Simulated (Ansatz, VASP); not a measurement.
## One calculation of AlNi3, two programs

```
Ni Al
1.0
     0.00000    2.74469    2.74469
     2.74469    0.00000    2.74469
     2.74469    2.74469    0.00000
Ni Al
3 1
Direct
  0.75000 0.75000 0.75000
  0.00000 0.00000 0.00000
  0.25000 0.25000 0.25000
  0.50000 0.50000 0.50000
```

Change from the starting cell: volume scaled by 0.94.

Alike in both runs: task single point; functional PBE; k mesh 8 × 8 × 8; occupations fermi-dirac, width 0.05 eV; collinear spin, ferromagnetic start.

|  | VASP | Ansatz |
| --- | --- | --- |
| version | VASP 6.6.1 | Ansatz 0.2.0 |
| potentials or method | VASP PAW PBE potentials, release 64 (Ni, Al) | Ansatz PAW |
| plane-wave cutoff (eV) | 520 | 420 |
| valence electrons in the cell | 33 | 57 |

VASP gave:

```
gap on the k mesh at the Fermi level (eV) : none
pressure (GPa)                            : 21.9
net moment per atom (μB)                  : 0.00
```

Estimate Ansatz's values.

gap on the k mesh at the Fermi level (eV): none; pressure (GPa): 22.1; net moment per atom (μB): 0.00.

A gap of «none» marks a metal or a gap that the smearing closes. With one functional, cell and mesh, what is left measures potentials, basis and numerics. The two sets of potentials don't hold the same shells in valence.

Caveats: the starting moments weren't kept (Ansatz).
